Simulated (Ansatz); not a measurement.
# AlCu3 (Pm-3m) in Ansatz: further runs

Runs on AlCu3. Level: LDA. Tasks: single point, equation of state.

Everything below comes from runs of Ansatz 0.2.0. Logs are shortened: lines on timing, memory, paths and dates and some standing lists are left out, and cuts for length are marked.

### Step 1. Starting point

It takes space group Pm-3m (No. 221, cubic). The conventional cell has a = 3.637 Å, b = 3.637 Å, c = 3.637 Å, α = 90.00°, β = 90.00°, γ = 90.00°. Around Cu (site symmetry 4/mmm) lie 8 Cu at 2.57 Å and 4 Al at 2.57 Å. Al (site symmetry m-3m) has 12 Cu at 2.57 Å as nearest neighbours.

The cell comes from a database or a generator and needn't be the stable form of this composition.

### Step 2. Single point, LDA, 11.31 Å³/atom (volume scaled by 0.94)

The input, input.yaml:

```yaml
crystal:
  lattice:
    - [3.5631236581, 0.0, 0.0]
    - [0.0, 3.5631236581, 0.0]
    - [0.0, 0.0, 3.5631236581]
  atoms:
    - { symbol: Cu, position: [0.0, 0.5, 0.5] }
    - { symbol: Cu, position: [0.5, 0.0, 0.5] }
    - { symbol: Cu, position: [0.5, 0.5, 0.0] }
    - { symbol: Al, position: [0.0, 0.0, 0.0] }
hamiltonian:
  xc: lda
  pseudopotentials: { kind: paw }
kpoints:
  mp_grid: { grid: [7, 7, 7] }
scf:
  occupations: { method: fermi_dirac, width: 0.05 }
output:
  forces: true
  stress: true
  eigenvalues: true
```

Potentials or basis: Ansatz PAW.

The run is started by

```bash
ansatz run input.yaml --threads 2 --pin off --max-ram 5632MiB --backend cpu --events-out ev --progress --plain --runs-dir out
```

Standard output:

```text
Warning: RAYON_NUM_THREADS=2 ignored (pool sized by the plan → 2); use --threads N
Engine: ansatz 0.2.0, x86_64-unknown-linux-gnu
Pseudopotentials: kind: paw
Pseudopotential: Cu, paw, valence charge 19, recommended cutoff 420 eV (normal), Cu.paw.azcp
Pseudopotential: Al, paw, valence charge 3, recommended cutoff 420 eV (normal), Al.paw.azcp
Functional definition: SPW92
  exchange = slater_x
  correlation = pw_c
Crystal: 4 atoms, lattice volume = 45.237 Å³
Basis set: ecut = 420 eV, 895 PW (Γ)
Bands: 36, of which v1, the nominal top of the filled ones, is band 30 counted from 1 (29 counted from 0)
Symmetry: 48 space group operations
Space group: Pm-3m (ITA 221), of the structure as read, at distance tolerance 3.6e-5 Å
k-points: 20 of 343
Non-local potential: Cu, projectors of the file, l = 0: 3, l = 1: 2, l = 2: 3, l = 3: 1
Non-local potential: Al, projectors of the file, l = 0: 2, l = 1: 2, l = 2: 1
PAW form: soft (Blöchl's): semilocal exchange-correlation on the pseudo side does not see the compensation charge
PAW frozen core: Cu, regenerated for the run's functional, and the local potential with it (the file was generated under x = pbe(κ = 0.804, μ = 0.2195149727645171), c = pbe(β = 0.06672455060314922))
PAW frozen core: Al, regenerated for the run's functional, and the local potential with it (the file was generated under x = pbe(κ = 0.804, μ = 0.2195149727645171), c = pbe(β = 0.06672455060314922))
PAW one-centre angular grid: Cu, 590 points (default); XC on 64 Gauss nodes
PAW one-centre angular grid: Al, 110 points (default); XC on 64 Gauss nodes
Initial density: superposition of atomic densities (neutral atoms: chi_scale 0, normalization atom), corrected by the library's trained network
Initial wavefunctions: pseudopotential atomic-orbital guess
Functional: x = slater, c = lda
SCF iter   1: F=—  HF=-20180.875340 eV  |F-HF|=—  |Δ(HF+E_count)|=         —  Δρ=1.36e-2  dr2=3.13e-2  ethr=1.77e-3  ⟨swp⟩=5.5  Hψ=2616  notcnv=0  defer=9
preconditioner: auto → Resta (q_TF=auto, 2.860 Å⁻¹)  ε∞=13.5  [insulator: Δε(μ)=0.449 eV  Ē_g=9.378 eV  σ=0.050 eV  W_gap=0.84  n_scr=18 (ndim 8)  ℏωp=33.1 eV  f_vac=0.001  D(μ)=0.50/eV (n_scr^D=0)  ε∞_Penn≈13.5]
SCF iter   2: F=—  HF=-20180.864793 eV  |F-HF|=—  |Δ(HF+E_count)|=   1.05e-2  Δρ=2.38e-3  dr2=2.43e-3  ethr=5.22e-5  ⟨swp⟩=2.2  Hψ=1387  notcnv=0  defer=20
SCF iter   3: F=—  HF=-20180.864178 eV  |F-HF|=—  |Δ(HF+E_count)|=   6.15e-4  Δρ=1.82e-3  dr2=7.88e-4  ethr=4.05e-6  ⟨swp⟩=2.0  Hψ=923  notcnv=0  defer=1
automatic band count: iteration 3 solves 35 bands in place of 36: the levels show a gap, and the empty bands left out lie too high to hold charge; the band table lists the bands solved (type scf.n_extra_bands for more)
SCF iter   4: F=—  HF=-20180.863972 eV  |F-HF|=—  |Δ(HF+E_count)|=   2.06e-4  Δρ=2.07e-4  dr2=2.17e-5  ethr=1.31e-6  ⟨swp⟩=1.3  Hψ=707  notcnv=0  defer=1
SCF iter   5: F=—  HF=-20180.863971 eV  |F-HF|=—  |Δ(HF+E_count)|=   7.28e-7  Δρ=4.44e-5  dr2=8.66e-7  ethr=3.61e-8  ⟨swp⟩=2.0  Hψ=986  notcnv=0  defer=1
SCF iter   6: F=-20180.863971 eV  HF=-20180.863971 eV  |F-HF|=3.34e-9  |Δ(HF+E_count)|=   5.28e-8  Δρ=1.30e-5  dr2=5.43e-8  ethr=1.67e-10  ⟨swp⟩=5.3  Hψ=2964  notcnv=0
SCF 1 converged in 6 iterations: F = -20180.863971 eV  dr2 = 5.43e-8
SCF converged after 6 iterations
Free energy (F): -20180.863971 eV
Harris-Foulkes:  -20180.863971 eV  (|F-HF|=3.34e-9)
Internal energy: -20180.859717 eV  (E = F + TS)
E sigma→0 (E₀):  -20180.861844 eV
Entropy (-TS):   -0.004254 eV (-1.063 meV/atom)
Fermi energy:    16.403476 eV
--- Per-component energies (eV) ---
  E_band       = -1102.456479
  E_kinetic    = 931.234752
  E_local      = -13629.198278  (includes V_loc(G=0)·N_el)
  E_nonlocal   = 1187.387769
  E_hartree    = 6070.218557
  E_xc         = -311.695477
  E_vxc        = -382.571316  (∫ρ·V_xc dr)
  E_paw        = -5217.481137  (= ΣΔE_a)
  E_vpaw       = -1349.766930  (= ΣTr[D̂ρ^β])
  E_aug_tail   = 0.000552  (compensation charges beyond the density's cutoff)
  E_ewald      = -9212.731153
  E_core_change = 1.404697  (= ΣΔE_core)
  E_smearing   = -0.004254  (= −TS)
  E_closure    = -0.000000  (closes the sum)
  Σ components = -20180.863971   (vs F -20180.863971, Δ=0.00e0)
--- Forces (eV/Å), atoms counted from 1 ---
  atom   1  Cu     0.00000000     0.00000000     0.00000000
  atom   2  Cu     0.00000000    -0.00000000     0.00000000
  atom   3  Cu    -0.00000000    -0.00000000     0.00000000
  atom   4  Al    -0.00000000     0.00000000    -0.00000000
  max |Σ_I F_I| component: 1.40e-28 eV/Å
--- Stress (GPa, compression-positive) ---
        3.781705      -0.000000       0.000000
        0.000000       3.781705       0.000000
        0.000000       0.000000       3.781705
  P = ⅓ Tr σ = 3.7817 GPa (37.817 kbar)
--- Band table (eV; the first three rows and the last of 20) ---
  k-point 0: bands = ["-96.1739", "-96.1565", "-96.1565", "-54.0357", "-54.0357", "-54.0357", "-54.0099", "-54.0099", "-54.0099", "-53.8794", "-53.8794", "-53.8794", "5.1350", "10.5000", "11.1222", "11.1222", "11.4044", "11.4044", "11.4044", "12.9656", "12.9656", "12.9656", "13.6869", "13.6869", "13.9469", "14.2028", "14.2028", "14.2028", "15.9479", "15.9479", "15.9479", "20.9601", "20.9601", "21.8636", "27.1982"]
  k-point 1: bands = ["-96.1732", "-96.1572", "-96.1565", "-54.0340", "-54.0340", "-54.0335", "-54.0105", "-54.0105", "-54.0100", "-53.8819", "-53.8805", "-53.8805", "5.3830", "10.5583", "11.0166", "11.2581", "11.4435", "11.4435", "11.4545", "12.8889", "12.8889", "12.9135", "13.5820", "13.6883", "13.8725", "13.8859", "13.8859", "14.2030", "14.8499", "16.5378", "16.5378", "20.9965", "21.5240", "23.0176", "25.8318"]
  k-point 2: bands = ["-96.1711", "-96.1593", "-96.1564", "-54.0295", "-54.0295", "-54.0283", "-54.0124", "-54.0124", "-54.0103", "-53.8878", "-53.8831", "-53.8831", "6.1122", "10.1485", "10.9892", "11.5474", "11.5474", "11.5831", "11.6151", "12.7040", "12.7040", "12.7806", "13.1868", "13.4452", "13.4452", "13.6072", "13.6103", "13.7381", "14.2034", "17.7952", "17.7952", "21.1036", "21.8994", "23.4691", "23.4691"]
  k-point 19: bands = ["-96.1628", "-96.1619", "-96.1619", "-54.0524", "-54.0519", "-54.0519", "-53.9814", "-53.9814", "-53.9809", "-53.9637", "-53.8583", "-53.8583", "9.4741", "10.5825", "10.8751", "10.8751", "12.3643", "12.3643", "12.4894", "12.4901", "12.7020", "12.7020", "13.1285", "13.1285", "13.2580", "13.4082", "13.4082", "14.0194", "14.3778", "14.3778", "14.5283", "18.2566", "18.4031", "18.4031", "19.4295"]
```

Run time: 1.1 s. Hardware: 2 threads of Intel Xeon Platinum 8375C at 2.90GHz (Ice Lake), shared host; peak memory 0.31 GiB.

What came out:

```yaml
Free_energy: -20180.8640 eV
Pressure: 3.8 GPa
Band_gap_on_the_k_mesh: none (metal or under the smearing width)
```

Caveat: the PAW data sets come from PBE, with cores solved anew for the run's functional, which leaves a small shift of forces and pressure.

### Step 3. Single point, LDA, 11.55 Å³/atom (volume scaled by 0.96)

input.yaml, as its differences from that of step 2:

```diff
@@ -2,5 +2,5 @@
   lattice:
-    - [3.5631236581, 0.0, 0.0]
-    - [0.0, 3.5631236581, 0.0]
-    - [0.0, 0.0, 3.5631236581]
+    - [3.588216905, 0.0, 0.0]
+    - [0.0, 3.588216905, 0.0]
+    - [0.0, 0.0, 3.588216905]
   atoms:
```

Potentials or basis: Ansatz PAW.

The run is started by

```bash
ansatz run input.yaml --threads 2 --pin off --max-ram 5632MiB --backend cpu --events-out ev --progress --plain --runs-dir out
```

Run time: 1.2 s. Hardware: 2 threads of Intel Xeon Platinum 8375C at 2.90GHz (Ice Lake), shared host; peak memory 0.31 GiB.

It converged, with:

* Free energy: -20180.8752 eV
* Pressure: 0.1 GPa
* Band gap on the k mesh: none (metal or under the smearing width)

Caveat: the PAW data sets come from PBE, with cores solved anew for the run's functional, which leaves a small shift of forces and pressure.

### Step 4. Single point, LDA, 11.79 Å³/atom (volume scaled by 0.98)

input.yaml, as its differences from that of step 3:

```diff
@@ -2,5 +2,5 @@
   lattice:
-    - [3.588216905, 0.0, 0.0]
-    - [0.0, 3.588216905, 0.0]
-    - [0.0, 0.0, 3.588216905]
+    - [3.6129640105, 0.0, 0.0]
+    - [0.0, 3.6129640105, 0.0]
+    - [0.0, 0.0, 3.6129640105]
   atoms:
@@ -21 +21,5 @@
   eigenvalues: true
+  write_density: true
+  write_potential: true
+  elf: true
+  volumetric_format: npy
```

The run is started by

```bash
ansatz run input.yaml --threads 2 --pin off --max-ram 5632MiB --backend cpu --events-out ev --progress --plain --runs-dir out
```

Run time: 1.7 s. Hardware: 2 threads of Intel Xeon Platinum 8375C at 2.90GHz (Ice Lake), shared host; peak memory 0.33 GiB.

Results (log left out):

* Free energy: -20180.8656 eV
* Pressure: -3.2 GPa
* Band gap on the k mesh: none (metal or under the smearing width)

Caveat: the PAW data sets come from PBE, with cores solved anew for the run's functional, which leaves a small shift of forces and pressure.

### Step 5. Single point, LDA, 12.03 Å³/atom

input.yaml, as its differences from that of step 4:

```diff
@@ -2,5 +2,5 @@
   lattice:
-    - [3.6129640105, 0.0, 0.0]
-    - [0.0, 3.6129640105, 0.0]
-    - [0.0, 0.0, 3.6129640105]
+    - [3.63737667, 0.0, 0.0]
+    - [0.0, 3.63737667, 0.0]
+    - [0.0, 0.0, 3.63737667]
   atoms:
@@ -21,5 +21 @@
   eigenvalues: true
-  write_density: true
-  write_potential: true
-  elf: true
-  volumetric_format: npy
```

The run is started by

```bash
ansatz run input.yaml --threads 2 --pin off --max-ram 5632MiB --backend cpu --events-out ev --progress --plain --runs-dir out
```

Run time: 1.3 s. Hardware: 2 threads of Intel Xeon Platinum 8375C at 2.90GHz (Ice Lake), shared host; peak memory 0.32 GiB.

It converged, with:

| Property | Result |
| --- | --- |
| Free energy | -20180.8371 eV |
| Pressure | -6.2 GPa |
| Band gap on the k mesh | none (metal or under the smearing width) |

Caveat: the PAW data sets come from PBE, with cores solved anew for the run's functional, which leaves a small shift of forces and pressure.

### Step 6. Single point, LDA, 12.27 Å³/atom (volume scaled by 1.02)

input.yaml, as its differences from that of step 5:

```diff
@@ -2,5 +2,5 @@
   lattice:
-    - [3.63737667, 0.0, 0.0]
-    - [0.0, 3.63737667, 0.0]
-    - [0.0, 0.0, 3.63737667]
+    - [3.6614659592, 0.0, 0.0]
+    - [0.0, 3.6614659592, 0.0]
+    - [0.0, 0.0, 3.6614659592]
   atoms:
@@ -21 +21,5 @@
   eigenvalues: true
+  write_density: true
+  write_potential: true
+  elf: true
+  volumetric_format: npy
```

Potentials or basis: Ansatz PAW.

The run is started by

```bash
ansatz run input.yaml --threads 2 --pin off --max-ram 5632MiB --backend cpu --events-out ev --progress --plain --runs-dir out
```

Run time: 2.5 s. Hardware: 2 threads of Intel Xeon Platinum 8375C at 2.90GHz (Ice Lake), shared host; peak memory 0.32 GiB.

It converged, with:

* Free energy: -20180.7920 eV
* Pressure: -8.8 GPa
* Band gap on the k mesh: none (metal or under the smearing width)

Caveat: the PAW data sets come from PBE, with cores solved anew for the run's functional, which leaves a small shift of forces and pressure.

### Step 7. Single point, LDA, 12.51 Å³/atom (volume scaled by 1.04)

input.yaml, as its differences from that of step 6:

```diff
@@ -2,5 +2,5 @@
   lattice:
-    - [3.6614659592, 0.0, 0.0]
-    - [0.0, 3.6614659592, 0.0]
-    - [0.0, 0.0, 3.6614659592]
+    - [3.6852423784, 0.0, 0.0]
+    - [0.0, 3.6852423784, 0.0]
+    - [0.0, 0.0, 3.6852423784]
   atoms:
@@ -21,5 +21 @@
   eigenvalues: true
-  write_density: true
-  write_potential: true
-  elf: true
-  volumetric_format: npy
```

The run is started by

```bash
ansatz run input.yaml --threads 2 --pin off --max-ram 5632MiB --backend cpu --events-out ev --progress --plain --runs-dir out
```

Wall time 1.6 s (2 threads of Intel Xeon Platinum 8375C at 2.90GHz (Ice Lake), shared host); peak memory 0.32 GiB.

The run converged. Its results:

* Free energy: -20180.7322 eV
* Pressure: -11.1 GPa
* Band gap on the k mesh: none (metal or under the smearing width)

Caveat: the PAW data sets come from PBE, with cores solved anew for the run's functional, which leaves a small shift of forces and pressure.

### Step 8. Single point, LDA, 12.75 Å³/atom (volume scaled by 1.06)

input.yaml, as its differences from that of step 7:

```diff
@@ -2,5 +2,5 @@
   lattice:
-    - [3.6852423784, 0.0, 0.0]
-    - [0.0, 3.6852423784, 0.0]
-    - [0.0, 0.0, 3.6852423784]
+    - [3.7087158927, 0.0, 0.0]
+    - [0.0, 3.7087158927, 0.0]
+    - [0.0, 0.0, 3.7087158927]
   atoms:
```

The run is started by

```bash
ansatz run input.yaml --threads 2 --pin off --max-ram 5632MiB --backend cpu --events-out ev --progress --plain --runs-dir out
```

Wall time 1.7 s (2 threads of Intel Xeon Platinum 8375C at 2.90GHz (Ice Lake), shared host); peak memory 0.32 GiB.

The run converged. Its results:

| Quantity | Value |
| --- | --- |
| Free energy | -20180.6594 eV |
| Pressure | -13.1 GPa |
| Band gap on the k mesh | none (metal or under the smearing width) |

Caveat: the PAW data sets come from PBE, with cores solved anew for the run's functional, which leaves a small shift of forces and pressure.

### Step 9. Equation of state, LDA

Potentials or basis: Ansatz PAW.

This step only gathers the single runs of the series.

What came out:

```
Equilibrium volume                      : 11.55 Å³/atom
Bulk modulus                            : 168 GPa
Pressure derivative of the bulk modulus : 4.7
```

Energy against volume, from the lowest point:
```
volume (Å³/atom)  energy (meV/atom)
          11.309               2.82
          11.550               0.00
          11.790               2.41
          12.031               9.54
          12.272              20.80
          12.512              35.76
          12.753              53.97
```
